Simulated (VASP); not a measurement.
Wanted: the native input for a VASP 6.6.1 run.

- Task: work function
- Functional: PBEsol
- Potentials or basis: VASP PAW PBE potentials, release 64 (Zn, O)
- Cutoff: 520 eV
- k mesh: 8 × 6 × 1
- Occupations: gaussian, width 0.05 eV
- Spin: no spin polarisation
- Vacuum (Å): 22
- Dipole correction: yes
- Further INCAR settings: ALGO = Fast; EDIFF = 1e-06

The structure of ZnO lies in POSCAR:

```
ZnO
1.0
    3.2493080000      0.0000000000      0.0000000000
    0.0000000000      5.2057090000      0.0000000000
    0.0000000000      0.0000000000     34.1939275176
Zn O
10 10
Direct
    0.0000000000      0.5000000000      0.3216945463
    0.4999999999      0.0000000000      0.3491261546
    0.5000000000      0.5000000000      0.4039893711
    0.9999999999      0.0000000000      0.4314209794
    0.0000000000      0.5000000000      0.4862841958
    0.4999999999      0.0000000000      0.5137158042
    0.5000000000      0.5000000000      0.5685790206
    0.9999999999      0.0000000000      0.5960106289
    0.0000000000      0.5000000000      0.6508738454
    0.4999999999      0.0000000000      0.6783054537
    0.4999999999      0.3790100000      0.3491261546
    0.0000000000      0.8790100000      0.3216945463
    0.9999999999      0.3790100000      0.4314209794
    0.5000000000      0.8790100000      0.4039893711
    0.4999999999      0.3790100000      0.5137158042
    0.0000000000      0.8790100000      0.4862841958
    0.9999999999      0.3790100000      0.5960106289
    0.5000000000      0.8790100000      0.5685790206
    0.4999999999      0.3790100000      0.6783054537
    0.0000000000      0.8790100000      0.6508738454
```

One way to write it, as run:

INCAR

```
PREC = Accurate
ENCUT = 520
EDIFF = 1E-6
ISMEAR = 0
SIGMA = 0.05
LREAL = False
LASPH = True
NELM = 100
ALGO = Fast
ISIF = 2
LWAVE = False
LCHARG = True
LDIPOL = True
IDIPOL = 3
DIPOL = 0.5 0.5 0.500
GGA = PS
LVHAR = True
LVACPOTAV = True
KPAR = 8
```

KPOINTS

```
Automatic mesh
0
Gamma
  8 6 1
```

Potentials or basis: VASP PAW PBE potentials, release 64 (Zn, O).

Launch:

```bash
$ cat potpaw_PBE.64/Zn/POTCAR potpaw_PBE.64/O/POTCAR > POTCAR
$ mpirun -np 8 vasp_std > vasp.out
```

Results of the run:

```json
{"Largest force": "1.843 eV/Å", "Band gap on the k mesh": "0.44 eV, direct", "Ionisation potential of the upper face": "5.17 eV"}
```

Caveat: the PAW data sets were made with another functional, which shifts forces and pressure a little.

It took 8.9 min on 8 MPI ranks on Intel(R) Xeon(R) Platinum 8488C (Sapphire Rapids) (shared host), peak memory 1.1 GiB a rank.
